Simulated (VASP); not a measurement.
Set up this calculation in VASP 6.6.1, as the native input.

```
Task                   : single point
Functional             : PBE
Potentials or basis    : VASP PAW PBE potentials, release 64 (Cu)
Cutoff                 : 520 eV
k mesh                 : 18 × 18 × 10
Occupations            : gaussian, width 0.1 eV
Spin                   : no spin polarisation
Dipole correction      : no
Further INCAR settings : ALGO = Fast; EDIFF = 1e-06; NBANDS = 18
```

The structure of Cu lies in POSCAR:

```
Cu
1.0
    2.5680103729      0.0000000000      0.0000000000
   -1.2840051864      2.2239622201      0.0000000000
    0.0000000000      0.0000000000      4.1935281575
Cu
2
Direct
    0.3333333333      0.6666666667      0.2500000000
    0.6666666667      0.3333333333      0.7500000000
```

This isn't the form of Cu at room conditions, which is fcc.

One way to write it, as run:

INCAR

```
SYSTEM = Cu
  ALGO = Fast
  EDIFF = 1E-6
  ENCUT = 520
  GGA = PE
  ISIF = 2
  ISMEAR = 0
  LASPH = .True.
  LCHARG = .False.
  LREAL = .False.
  LWAVE = .False.
  NBANDS = 18
  NELM = 100
  PREC = Accurate
  SIGMA = 0.1
```

KPOINTS

```
k-points
0
Gamma
  18 18 10
  0 0 0
```

Potentials or basis: VASP PAW PBE potentials, release 64 (Cu).

Run with:

```sh
$ cat potpaw_PBE.64/Cu/POTCAR > POTCAR
$ mpirun -np 1 vasp_std > vasp.out
```

It gave:

| Item | Value |
| --- | --- |
| Pressure | 1.3 GPa |
| Band gap on the k mesh | none (metal or under the smearing width) |

Wall time 39 s on 1 thread of Intel(R) Xeon(R) 6975P-C (Granite Rapids) (shared host), peak memory 0.19 GiB.
